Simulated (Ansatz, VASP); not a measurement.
# Two plane-wave programs on AlAu

```xyz
2
Lattice="3.4118 0.8529 0.8529 0.8529 3.4118 0.8529 0.8529 0.8529 3.4118" Properties=species:S:1:pos:R:3 pbc="T T T"
Al    0.0000    0.0000    0.0000
Au    2.5588    2.5588    2.5588
```

Alike in both runs: task single point; functional LDA; k mesh 16 × 16 × 16; occupations gaussian, width 0.15 eV; no spin polarisation.

|  | VASP | Ansatz |
| --- | --- | --- |
| version | VASP 6.6.1 | Ansatz 0.2.0 |
| potentials or method | VASP PAW LDA potentials, release 64 (Al, Au) | scalar-relativistic, plane waves, PAW |
| plane-wave cutoff (eV) | 520 | 420 |
| valence electrons in the cell | 14 | 22 |

VASP gave:

```
gap on the k mesh at the Fermi level (eV) : none
pressure (GPa)                            : 8.0
```

Problem. What did Ansatz give for the same quantities?

Solution. gap on the k mesh at the Fermi level (eV): none; pressure (GPa): 7.7.

A gap of «none» marks a metal or a gap that the smearing closes. The two sets of potentials don't hold the same shells in valence.

Spin-orbit coupling is left out, which matters for the levels of Au.
